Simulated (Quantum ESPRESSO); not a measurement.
A run of Quantum ESPRESSO 7.5:

Contents of pw.in:

```
&CONTROL
  calculation = 'scf'
  prefix = 'pwscf'
  outdir = './tmp'
  pseudo_dir = './pseudo'
  tprnfor = .true.
  tstress = .true.
  disk_io = 'low'
/
&SYSTEM
  ibrav = 0
  celldm(1) = 8
  nat = 4
  ntyp = 2
  ecutwfc = 56
  nbnd = 28
  input_dft = 'r2scan'
  occupations = 'smearing'
  smearing = 'fd'
  degauss = 0.00367493
  nosym = .true.
/
&ELECTRONS
  conv_thr = 1d-08
  electron_maxstep = 120
  mixing_beta = 0.5
/
ATOMIC_SPECIES
Pb   207.2000 Pb_ONCV_PBE-1.2.upf
S     32.0600 S_ONCV_PBE-1.2.upf
CELL_PARAMETERS alat
  0.4913176182159  -1.4152387757724   0.0000000000000
  0.4913176182159   1.4152387757724   0.0000000000000
  0.0000000000000   0.0000000000000   1.0108430719970
ATOMIC_POSITIONS crystal
Pb     0.1305633500    0.8694366500    0.2500000000
Pb     0.8694366500    0.1305633500    0.7500000000
S      0.3547970900    0.6452029100    0.2500000000
S      0.6452029100    0.3547970900    0.7500000000
K_POINTS automatic
6 6 5 0 0 0
```

Contents of bands.in:

```
&CONTROL
  calculation = 'bands'
  prefix = 'pwscf'
  outdir = './tmp'
  pseudo_dir = './pseudo'
  disk_io = 'low'
  verbosity = 'high'
/
&SYSTEM
  ibrav = 0
  celldm(1) = 8
  nat = 4
  ntyp = 2
  ecutwfc = 56
  nbnd = 28
  input_dft = 'r2scan'
  occupations = 'smearing'
  smearing = 'fd'
  degauss = 0.00367493
  nosym = .true.
/
&ELECTRONS
  conv_thr = 1d-08
  electron_maxstep = 120
  mixing_beta = 0.5
  diago_full_acc = .true.
  startingwfc = 'random'
/
ATOMIC_SPECIES
Pb   207.2000 Pb_ONCV_PBE-1.2.upf
S     32.0600 S_ONCV_PBE-1.2.upf
CELL_PARAMETERS alat
  0.4913176182159  -1.4152387757724   0.0000000000000
  0.4913176182159   1.4152387757724   0.0000000000000
  0.0000000000000   0.0000000000000   1.0108430719970
ATOMIC_POSITIONS crystal
Pb     0.1305633500    0.8694366500    0.2500000000
Pb     0.8694366500    0.1305633500    0.7500000000
S      0.3547970900    0.6452029100    0.2500000000
S      0.6452029100    0.3547970900    0.7500000000
K_POINTS crystal
60
 0.0000000000  0.0000000000  0.0000000000 1
 0.0466884040  0.0466884040  0.0000000000 1
 0.0933768081  0.0933768081  0.0000000000 1
 0.1400652121  0.1400652121  0.0000000000 1
 0.1867536161  0.1867536161  0.0000000000 1
 0.2334420202  0.2334420202  0.0000000000 1
 0.2801304242  0.2801304242  0.0000000000 1
 0.0000000000  0.5000000000  0.0000000000 1
 0.0000000000  0.5000000000  0.1000000000 1
 0.0000000000  0.5000000000  0.2000000000 1
 0.0000000000  0.5000000000  0.3000000000 1
 0.0000000000  0.5000000000  0.4000000000 1
 0.0000000000  0.5000000000  0.5000000000 1
 0.2801304242  0.2801304242  0.5000000000 1
 0.2334420202  0.2334420202  0.5000000000 1
 0.1867536161  0.1867536161  0.5000000000 1
 0.1400652121  0.1400652121  0.5000000000 1
 0.0933768081  0.0933768081  0.5000000000 1
 0.0466884040  0.0466884040  0.5000000000 1
 0.0000000000  0.0000000000  0.5000000000 1
 0.0000000000  0.0000000000  0.4166666667 1
 0.0000000000  0.0000000000  0.3333333333 1
 0.0000000000  0.0000000000  0.2500000000 1
 0.0000000000  0.0000000000  0.1666666667 1
 0.0000000000  0.0000000000  0.0833333333 1
 0.0000000000  0.0000000000  0.0000000000 1
-0.1250000000  0.1250000000  0.0000000000 1
-0.2500000000  0.2500000000  0.0000000000 1
-0.3750000000  0.3750000000  0.0000000000 1
-0.5000000000  0.5000000000  0.0000000000 1
-0.4560260848  0.5439739152  0.0000000000 1
-0.4120521697  0.5879478303  0.0000000000 1
-0.3680782545  0.6319217455  0.0000000000 1
-0.3241043394  0.6758956606  0.0000000000 1
-0.2801304242  0.7198695758  0.0000000000 1
-0.2801304242  0.7198695758  0.0833333333 1
-0.2801304242  0.7198695758  0.1666666667 1
-0.2801304242  0.7198695758  0.2500000000 1
-0.2801304242  0.7198695758  0.3333333333 1
-0.2801304242  0.7198695758  0.4166666667 1
-0.2801304242  0.7198695758  0.5000000000 1
-0.3167753535  0.6832246465  0.5000000000 1
-0.3534202828  0.6465797172  0.5000000000 1
-0.3900652121  0.6099347879  0.5000000000 1
-0.4267101414  0.5732898586  0.5000000000 1
-0.4633550707  0.5366449293  0.5000000000 1
-0.5000000000  0.5000000000  0.5000000000 1
-0.5000000000  0.5000000000  0.4285714286 1
-0.5000000000  0.5000000000  0.3571428571 1
-0.5000000000  0.5000000000  0.2857142857 1
-0.5000000000  0.5000000000  0.2142857143 1
-0.5000000000  0.5000000000  0.1428571429 1
-0.5000000000  0.5000000000  0.0714285714 1
-0.5000000000  0.5000000000  0.0000000000 1
 0.0000000000  0.0000000000  0.5000000000 1
-0.1000000000  0.1000000000  0.5000000000 1
-0.2000000000  0.2000000000  0.5000000000 1
-0.3000000000  0.3000000000  0.5000000000 1
-0.4000000000  0.4000000000  0.5000000000 1
-0.5000000000  0.5000000000  0.5000000000 1
```

Potentials or basis: SG15 PBE 1.2.

Run with:

```console
$ OMP_NUM_THREADS=1 mpirun -n 4 pw.x -nk 2 -in pw.in > pw.out
$ OMP_NUM_THREADS=1 mpirun -n 4 pw.x -nk 4 -in bands.in > bands.out
```

Hardware: 4 MPI ranks on AMD EPYC 7571 (shared host).

Problem. Estimate the wall time of this run.

Solution. Wall time 11 min on 4 MPI ranks on AMD EPYC 7571, with other jobs on the host, peak memory 0.52 GiB a rank. Counts: scf iterations 10, k pools 2, bands 28, k points 92, g dense 40777.
